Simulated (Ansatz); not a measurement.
**From formation energies to a reaction energy: Cd3F**

Method: Ansatz 0.2.0, DFT PBE, scalar-relativistic, plane waves, PAW. Settings: cutoff 420 eV, Γ-centred meshes spaced at most about 0.3 Å⁻¹, and about 0.25 Å⁻¹ or finer for metals (2π included), Gaussian smearing. No spin polarisation.

Formation energies are uncorrected and refer to the elements' standard structures at the same level (F₂ as a molecule).

Temperature and zero-point effects are left out.

A trial structure of Cd3F (reached from: Mo3Os type (Pm-3n); relaxed: space group Pm-3n (No. 223), a = 5.492 Å) has a formation energy of -0.524 eV/atom. At its composition the lowest mixture among the elements and 1 reference phase computed alike (others may be missing) consists of these:

```csv
phase,source,ΔE_f (eV/atom)
Cd (solid),element,-0.006
CdF2 (Fm-3m),Materials Project,-2.177
```

The lowest database cell of Cd (-0.006) lies slightly below the reference, hence the non-zero entry.

Problem. Write the balanced decomposition and find its energy per atom, per formula unit and per mole of formula units.

Solution. Balancing Cd and F gives 2 Cd3F → 5 Cd + CdF2. The left side holds 8 atoms, and the products take 5/8 (Cd) and 3/8 (CdF2) of them. The mixture therefore lies at 5/8 × (-0.006) + 3/8 × (-2.177) = -0.820 eV/atom. The reaction energy is -0.820 − (-0.524) = -0.296 eV/atom. Times 4 atoms that is -1.184 eV per Cd3F, and times 96.485 it is -114 kJ per mole of Cd3F. Decomposition is downhill, so the trial structure is unstable against this mixture.
